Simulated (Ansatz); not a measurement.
**ZrN in Ansatz: the effect of functional**

The system is ZrN.

```
Zr N
1.0
     0.00000    2.30000    2.30000
     2.30000    0.00000    2.30000
     2.30000    2.30000    0.00000
Zr N
1 1
Direct
  0.50000 0.50000 0.50000
  0.00000 0.00000 0.00000
```

Alike in all runs:

| Quantity | Value |
| --- | --- |
| Program | Ansatz 0.2.0 |
| Task | band structure |
| Potentials or basis | all-electron LAPW, scalar-relativistic |
| Basis error allowed | 0.001 eV/atom |
| k mesh | 10 × 10 × 10 |
| Occupations | fermi-dirac, width 0.05 eV |
| Spin | no spin polarisation |

One run gave: pressure -12.6 GPa. Which functional did it use?
A. PBE
B. BLYP
C. LDA
D. RPBE
E. revPBE

C.

| functional | cutoff | pressure (GPa) |
| --- | --- | --- |
| LDA | 280 eV (chosen from the basis error) | -12.6 |
| PBE | 281 eV (chosen from the basis error) | -0.8 |
| PBEsol | 281 eV (chosen from the basis error) | -7.8 |
| RPBE | 281 eV (chosen from the basis error) | 3.0 |
| revPBE | 281 eV (chosen from the basis error) | 1.9 |
| BLYP | 280 eV (chosen from the basis error) | 7.5 |
